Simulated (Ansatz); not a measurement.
# W2COF MXene monolayer in a perpendicular field, part 2 of 2

Aim: how the W2COF MXene monolayer screens a field along its normal, and what the field does to its bands. A positive field points along +c.

Ansatz 0.2.0; plane-wave DFT, PBE-D3(BJ), Ansatz PAW.

So far. Step 2 (Relaxing the slab): The lattice constant a goes from 3.125 to 3.146 Å.

### Step 3. Single point, field 0, start network

A sawtooth potential applies the field, turning back in the middle of the vacuum. With the dipole correction the typed value is the field outside the slab. The induced dipole is small, so the SCF threshold is tight.

The cell differs from the one that the last finished run ended in (c 40.001 → 22.665 Å).

File input.yaml:

```yaml
crystal:
  lattice:
    - [3.1464639319, 0.0, 0.0]
    - [-1.5732319659, 2.7249176971, 0.0]
    - [0.0, 0.0, 22.6654903284]
  atoms:
    - { symbol: F, position: [0.3333333333, 0.6666666667, 0.3970794309] }
    - { symbol: W, position: [0.6666666667, 0.3333333333, 0.4625487389] }
    - { symbol: C, position: [0.0, 0.0, 0.5017541703] }
    - { symbol: W, position: [0.3333333333, 0.6666666667, 0.5552638133] }
    - { symbol: O, position: [0.6666666667, 0.3333333333, 0.6029205691] }
kpoints:
  mp_grid: { grid: [18, 18, 1] }
  band_path:
    path: [[0, 0, 0], [0.5, 0, 0], [0.33333333, 0.33333333, 0], [0, 0, 0]]
    npoints: 16
hamiltonian:
  xc: pbe
  dispersion: d3bj
scf:
  occupations: { method: fermi_dirac, width: 0.02585 }
  convergence: { dr2_threshold: 1.0e-10 }
efield:
  axis: 3
  dipole_correction: true
  ramp_position: 0.97
  ramp_width: 0.06
  amplitude: 0
output:
  dos: { projected: true, e_range: [-6, 5] }
  write_potential: true
  write_density: true
  volumetric_format: npy
  elf: true
```

Run with:

```bash
ansatz run input.yaml --threads 2 --pin off --max-ram 3072MiB --backend cpu --events-out ev --progress --plain --runs-dir out
```

Numbers of over 12 decimals in the logs are rounded to 6 here.

Log:

```text
[...]
Crystal: 5 atoms, lattice volume = 194.331 Å³
Basis set: ecut = 420 eV, 3759 PW (Γ)
Bands: 28, of which v1, the nominal top of the filled ones, is band 23 counted from 1 (22 counted from 0)
Symmetry: 6 space group operations
[...]
k-points: 37 of 324 (time reversal used)
[...]
SCF iter   1: F=—  HF=-22396.558940 eV  |F-HF|=—  |Δ(HF+E_count)|=         —  Δρ=6.40e-3  dr2=1.72e-1  ethr=1.77e-3  p=-0.018 e·Å  D=-1.66e-2 V/Å  ΔV_dip=0.38 eV  dr2_dipole=2.02e-2  V_vac-E_F(+/−)=5.99/5.61 eV  ⟨swp⟩=10.3  Hψ=6348  notcnv=0
efield: sawtooth ramp at fractional position 0.9700 (set: `efield.ramp_position`, or a place that a band, a saddle search or an elastic batch's reference lends), width 0.0600; the density the first Hamiltonian is built on has a dipole p = -0.018 e·Å; the dipole correction subtracts the counter field D = -1.66e-2 V/Å, which shifts the + side's vacuum level by +0.38 eV against the − side's; the planar-averaged density in the ramp window peaks in size at 1.2e-5 e/Å³
[...]
SCF iter   2: F=—  HF=-22396.559947 eV  |F-HF|=—  |Δ(HF+E_count)|=   1.01e-3  Δρ=3.77e-3  dr2=9.46e-2  ethr=3.81e-4  p=0.004 e·Å  D=3.30e-3 V/Å  ΔV_dip=-0.07 eV  dr2_dipole=1.68e-2  V_vac-E_F(+/−)=5.05/5.13 eV  ⟨swp⟩=3.0  Hψ=2043  notcnv=0  defer=37
[...]
SCF iter  10: F=-22396.548693 eV  HF=-22396.548693 eV  |F-HF|=1.46e-11  |Δ(HF+E_count)|=  5.97e-10  Δρ=1.59e-7  dr2=5.73e-11  ethr=1.00e-12  p=-0.010 e·Å  D=-9.52e-3 V/Å  ΔV_dip=0.22 eV  dr2_dipole=3.76e-12  V_vac-E_F(+/−)=5.38/5.16 eV  ⟨swp⟩=11.4  Hψ=3781  notcnv=0
SCF 1 converged in 10 iterations: F = -22396.548693 eV  dr2 = 5.73e-11
[...]
NSCF: frozen V_eff on 49 k-points
efield: sawtooth ramp at fractional position 0.9700 (kept from the solve that this one continues, or follows in the run), width 0.0600; the density the first Hamiltonian is built on has a dipole p = -0.010 e·Å; the dipole correction subtracts the counter field D = -9.52e-3 V/Å, which shifts the + side's vacuum level by +0.22 eV against the − side's; the planar-averaged density in the ramp window peaks in size at 1.9e-6 e/Å³
[...]
SCF converged after 10 iterations
Free energy (F): -22396.548693 eV
[...]
Internal energy: -22396.544720 eV  (E = F + TS)
E sigma→0 (E₀):  -22396.546707 eV
Entropy (-TS):   -0.003973 eV (-0.795 meV/atom)
Fermi energy:    1.051078 eV
Dipole field:    D = -0.009516 V/Å  (p = -0.010220 e·Å, saw-weighted, corrected)
Work function:   Φ+ = 5.3750 eV   Φ− = 5.1593 eV
Levels:          The Fermi level and band energies are counted from a zero that moves with the ramp; work functions are not
[...]
--- Band table (eV; the first three rows and the last of 37) ---
  k-point 0: bands = [... 19 lower, -3.1438, -1.5920, -1.5920, 0.3792, 1.8196, 2.1909, 2.1909, 2.6927, ... 1 higher]
  k-point 1: bands = [... 19 lower, -3.0357, -1.6053, -1.5203, 0.3608, 1.8296, 2.2297, 2.2954, 2.6221, ... 1 higher]
  k-point 2: bands = [... 19 lower, -2.9384, -1.6424, -1.3207, 0.2916, 1.9115, 2.3072, 2.4896, 2.5662, ... 1 higher]
  k-point 36: bands = [... 19 lower, -3.8652, -0.4958, -0.3941, 0.0639, 1.9839, 3.2307, 3.2316, 4.7345, ... 1 higher]
```

The job ended after 32 s (2 threads of Intel Xeon at 2.50GHz (Skylake/Cascade Lake), shared host; peak memory 0.57 GiB).

This step gave:

```yaml
energy_at_zero_smearing: -22396.5467 eV
work_function_upper_face: 5.375 eV
work_function_lower_face: 5.159 eV
dipole_along_the_normal: -0.01022 e·Å
step_between_the_vacuum_levels: 0.2157 eV
```

Running mean over a fixed 2.7 Å (it still follows the layers) of the planar mean; the ramp of the sawtooth is left out. Electron's electrostatic potential energy less the Fermi level against z:

```tsv
z (Å)	electron's electrostatic potential energy less the Fermi level (eV)
3.0	5.16
3.5	5.16
4.0	5.16
4.5	5.16
5.0	5.16
5.5	5.16
6.0	5.16
6.5	5.14
7.0	5.01
7.5	4.00
8.0	2.09
8.5	-0.0814
9.0	-3.87
9.5	-8.35
10.0	-11.9
10.5	-13.5
11.0	-15.2
11.5	-16.6
12.0	-15.8
12.5	-14.1
13.0	-11.7
13.5	-8.49
14.0	-4.10
14.5	0.0549
15.0	3.11
15.5	4.89
16.0	5.30
16.5	5.36
17.0	5.37
17.5	5.37
18.0	5.37
18.5	5.37
19.0	5.37
19.5	5.38
```

The density of states has structure finer than the step of the table below, so its rows give means over 0.25 eV, whole bins alone (the curve runs from -6 to 1.33 eV). Peaks (eV: height): -5.860: 8.36, -5.640: 8.44, -5.150: 11.6, -4.650: 7.79, -2.720: 8.78, -2.660: 11.2, 1.310: 14.2.

Table of density of states by energy, zero at the Fermi level; means over each step:

```tsv
energy (eV)	density of states (states/eV a cell)
-5.75	6.77
-5.50	1.46
-5.25	4.12
-5.00	3.23
-4.75	3.42
-4.50	2.38
-4.25	1.21
-4.00	1.36
-3.75	0
-3.50	0
-3.25	0
-3.00	0
-2.75	4.22
-2.50	2.68
-2.25	1.61
-2.00	1.56
-1.75	1.20
-1.50	1.04
-1.25	1.04
-1.00	0.778
-0.75	2.71
-0.50	1.39
-0.25	1.28
0.00	1.38
0.25	1.50
0.50	1.84
0.75	0.451
1.00	1.76
```

Projected DOS per atom over height of the atomic layer and energy from the Fermi level. Layers: F W C W O from below.

Ten even steps from '0' (0.00 states/eV) to '9' (3.10 states/eV), each cell a mean:
```
09091
01010
02010
02010
02010
02010
03020
01000
01010
01010
01010
03022
01022
00000
00000
00000
00002
01204
01103
11127
11111
51322
```
Columns: height of the atomic layer (Å) from 9 to 13.7 (not evenly spaced); rows upwards: energy from the Fermi level (eV) from -5.96 to 1.33.

Electronic bands along the path, in eV, zero at the Fermi level:

```tsv
point	band 20	band 21	band 22	band 23	band 24	band 25	band 26	band 27
Γ	-4.19	-2.64	-2.64	-0.67	0.77	1.14	1.14	1.64
halfway	-4.37	-2.75	-1.45	-0.82	1.15	1.36	1.53	2.46
M	-4.64	-2.72	0.24	0.53	1.06	1.73	1.89	2.59
halfway	-4.67	-2.49	-0.60	-0.08	1.25	1.76	2.15	2.96
K	-4.92	-1.55	-1.45	-0.99	0.93	2.18	2.18	3.68
halfway	-4.21	-2.37	-2.11	-0.13	1.25	1.36	1.60	2.37
Γ	-4.19	-2.64	-2.64	-0.67	0.77	1.14	1.14	1.64
```

Valence density in the ca plane at fractional y = 0.333, with atoms of W and O within 0.2 Å of it. It is the smooth field of the valence electrons, not physical close to the nuclei.

Ten steps, logarithmic in the rise over the least value, from '0' (0.0 e/Å³) to '9' (6.6 e/Å³), each cell a mean:
```
00000000000000001235776544345554200000000000
00000000000000001247998643347886310000000000
00000000000000000248999743347997410000000000
00000000000000001237998643346886310000000000
00000000000000012234676544444553100000000000
00000000000000013333344444554321000000000000
00000000000000023432334555554311000000000000
00000000000000012333444444544321000000000000
```
Columns run along c (16.0 Å, from fractional 0.13 to 0.84 of the cell), rows up along a (3.1 Å). Atoms in or near the plane, at fractional coordinates: W at (0.46, 0.67), O at (0.60, 0.67).

ELF in the ca plane at fractional y = 0.333, with atoms of W and O within 0.2 Å of it. It is the smooth field of the valence electrons, not physical close to the nuclei.

Ten even steps from '0' (0.00) to '9' (0.86), each cell a mean:
```
00000000000000001112564343125887520000000000
00000000000000000027767432148889852000000000
00000000000000000038416522158569952000000000
00000000000000000026767433148899842000000000
00000000000000012212553343224787420000000000
00000000000000135421234652232221000000000000
00000000000000246631246652342100000000000000
00000000000000134421234552221232100000000000
```
Columns run along c (16.0 Å, from fractional 0.13 to 0.84 of the cell), rows up along a (3.1 Å). Atoms in or near the plane, at fractional coordinates: W at (0.46, 0.67), O at (0.60, 0.67).

Electrostatic potential energy in the ca plane at fractional y = 0.333, with atoms of W and O within 0.2 Å of it. With pseudopotentials it is smooth inside the atoms' cores, unlike the true potential.

Ten even steps from '0' (-47 eV) to '9' (6 eV), each cell a mean:
```
99999999999985223688778779999999999999999999
99999999999861000378885116999999999999999999
99999999999860000278883004999999999999999999
99999999999862000478886227999999999999999999
99999999999986334788777889999999999999999999
99999999999988777877556899999999999999999999
99999999999998888876446899999999999999999999
99999999999988777887667899999999999999999999
```
Columns run along c (16.0 Å, from fractional 0.23 to 0.93 of the cell; values clipped at the 3rd and 97th percentile), rows up along a (3.1 Å). Atoms in or near the plane, at fractional coordinates: W at (0.46, 0.67), O at (0.60, 0.67).

The work function of the upper face is 5.38 eV.

### Step 4. Single point, field 0.1 V/Å

Edit input.yaml of step 3 so:

```diff
@@ -25,7 +25,6 @@
   dipole_correction: true
-  ramp_position: 0.97
-  ramp_width: 0.06
-  amplitude: 0
+  ramp_position: 0.9338
+  ramp_width: 0.1324
+  amplitude: 0.1
 output:
-  dos: { projected: true, e_range: [-6, 5] }
   write_potential: true
@@ -33,2 +32 @@
   volumetric_format: npy
-  elf: true
```

Log:

```text
[...]
Crystal: 5 atoms, lattice volume = 194.331 Å³
Basis set: ecut = 420 eV, 3759 PW (Γ)
Bands: 28, of which v1, the nominal top of the filled ones, is band 23 counted from 1 (22 counted from 0)
Symmetry: 6 space group operations
[...]
k-points: 37 of 324 (time reversal used)
[...]
k-point 0: bands = [... 19 lower, -3.1229, -1.5781, -1.5781, 0.3938, 1.8211, 2.2036, 2.2036, 2.7078, ... 1 higher]
  k-point 1: bands = [... 19 lower, -3.0155, -1.5917, -1.5068, 0.3761, 1.8308, 2.2424, 2.3083, 2.6374, ... 1 higher]
  k-point 2: bands = [... 19 lower, -2.9180, -1.6285, -1.3079, 0.3067, 1.9146, 2.3200, 2.5042, 2.5788, ... 1 higher]
  k-point 36: bands = [... 19 lower, -3.8387, -0.4859, -0.3828, 0.0782, 1.9979, 3.2416, 3.2449, 4.7423, ... 1 higher]
[key lines of the parts left out:]
SCF converged after 13 iterations
Free energy (F): -22396.548929 eV
Fermi energy:    1.062979 eV
Dipole field:    D = 0.013911 V/Å  (p = 0.014940 e·Å, saw-weighted, corrected)
```

It took 38 s on 2 threads; peak memory 0.56 GiB.

The dipole is 0.0149 e·Å, 0.0252 e·Å from its value without field.

### Step 5. Atoms held, field -0.1 V/Å

Edit input.yaml of step 4 so:

```diff
@@ -27,3 +27,3 @@
   ramp_width: 0.1324
-  amplitude: 0.1
+  amplitude: -0.1
 output:
```

Log:

```text
[...]
Crystal: 5 atoms, lattice volume = 194.331 Å³
Basis set: ecut = 420 eV, 3759 PW (Γ)
Bands: 28, of which v1, the nominal top of the filled ones, is band 23 counted from 1 (22 counted from 0)
Symmetry: 6 space group operations
[...]
k-points: 37 of 324 (time reversal used)
[...]
k-point 0: bands = [... 19 lower, -3.1650, -1.6063, -1.6063, 0.3640, 1.8173, 2.1778, 2.1778, 2.6772, ... 1 higher]
  k-point 1: bands = [... 19 lower, -3.0562, -1.6195, -1.5342, 0.3451, 1.8277, 2.2166, 2.2820, 2.6063, ... 1 higher]
  k-point 2: bands = [... 19 lower, -2.9591, -1.6567, -1.3339, 0.2761, 1.9075, 2.2941, 2.4744, 2.5533, ... 1 higher]
  k-point 36: bands = [... 19 lower, -3.8922, -0.5061, -0.4059, 0.0492, 1.9695, 3.2179, 3.2193, 4.7263, ... 1 higher]
[key lines of the parts left out:]
SCF converged after 13 iterations
Free energy (F): -22396.550974 eV
Fermi energy:    1.038736 eV
Dipole field:    D = -0.032955 V/Å  (p = -0.035392 e·Å, saw-weighted, corrected)
```

The job ended after 38 s (2 threads; peak memory 0.56 GiB).

The dipole is -0.0354 e·Å, -0.0252 e·Å from its value without field.

### Step 6. Response, atoms held

This step: plane-wave DFT, PBE-D3(BJ), Ansatz PAW; response to a field along the normal, atoms held (Ansatz 0.2.0).

The dipoles give the slope, and the difference of two potentials shows where the field is screened.

This step gave:

| Property | Result |
| --- | --- |
| equivalent conductor thickness p/(ε₀AE) | 5.311 Å |
| distance between the outer atoms | 4.665 Å |

Dipole of the cell against applied field:

```tsv
applied field (V/Å)	dipole of the cell (e·Å)
-0.1000	-0.0354
0.0000	-0.0102
0.1000	0.0149
```

Local field over the applied field, running mean. From the potentials at -0.1 and 0.1 V/Å; running mean over 2.5 Å. Local field over applied field against z:

```tsv
z (Å)	local field over applied field
4.11	1.000
4.53	1.000
4.96	1.000
5.24	0.999
5.67	0.998
6.09	0.995
6.52	0.984
6.80	0.968
7.22	0.919
7.65	0.832
8.07	0.721
8.36	0.638
8.78	0.510
9.21	0.376
9.63	0.255
9.92	0.190
10.34	0.114
10.77	0.0641
11.19	0.0302
11.47	0.0188
11.90	0.0194
12.32	0.0413
12.75	0.0962
13.03	0.150
13.46	0.262
13.88	0.401
14.31	0.549
14.59	0.649
15.02	0.782
15.44	0.888
15.87	0.953
16.15	0.975
16.57	0.991
17.00	0.997
17.42	0.999
17.71	1.000
18.13	1.000
18.56	1.000
```

The induced electron density oscillates, so the rows of the table below give means over windows of 0.85 Å about each position, cut where the curve ends. Its maxima inside the range that stand out by 2 % of the span (Å: e/Å³ per V/Å): 8.36: 0.00330, 9.21: 0.00201, 10.06: 0.00150, 12.18: -2.0e-4, 12.89: 5.0e-5, 13.74: -0.00174. Its minima: 8.92: 0.00140, 9.63: 3.4e-4, 11.90: -6.0e-4, 12.61: -7.3e-4, 13.46: -0.00236, 14.31: -0.00362.

Electrons, planar mean, per unit field. Induced electron density against z; means over each step:

```tsv
z (Å)	induced electron density (e/Å³ per V/Å)
4.53	3.9e-7
5.38	3.6e-6
6.23	3.4e-5
7.08	3.0e-4
7.93	0.00189
8.78	0.00226
9.63	9.5e-4
10.48	0.00102
11.33	1.2e-4
12.18	-4.6e-4
13.03	-7.3e-4
13.88	-0.00251
14.73	-0.00235
15.58	-4.6e-4
16.43	-5.8e-5
17.28	-6.4e-6
18.13	-6.7e-7
```

By hand: between -0.1 and 0.1 V/Å the dipole changes by 0.05033 e·Å, a slope of 0.2517 e·Å²/V. A perfect conductor of thickness t has p = ε₀AEt, so t = 180.95 × 0.2517 / 8.574 = 5.31 Å (e/ε₀ = 180.95 V·Å, A in Å²).

The induced dipole is that of a conductor 5.31 Å thick.

### Step 7. Outcome

| Property | Result |
| --- | --- |
| gap without field | none |
| work function, upper face | 5.38 eV |
| step between the vacuum levels | 0.216 eV |
| equivalent conductor thickness, atoms held | 5.31 Å |

The induced dipole equals that of a perfect conductor 5.31 Å thick, while the outer atoms lie 4.67 Å apart. The two faces differ: the vacuum level above lies 0.22 eV higher than the one below. There is no gap over 0.03 eV, with or without the field. The first relaxation ran with spin and lost its moment, and the later runs have none; other magnetic states were not tried. Spin-orbit coupling is left out, which matters for the bands of elements this heavy. The MXene's terminations sit over the metal atoms of its far layer; the site over carbon or nitrogen, which some compounds prefer, was not run.

[Logs are printed without paths, hosts, clocks, repeated set-up lines and the standing remarks that a program may print on its own settings, such as how far it seeks lower states.]

[Hosts, paths, dates, database ids (printed as entryN), source tags and the programs' standing remarks are cut or masked in the printed files.]

[Maps of the electrostatic potential energy from Ansatz leave out the sawtooth potential of an applied field or a dipole correction, so their vacuum need not be flat; planar profiles and work functions include it.]

[The density of states shown here was stored with 400 of the rows of the run's finer table, so its peaks can read low, often by over a quarter, or be missed, and its means over a window can be off by a tenth or more.]
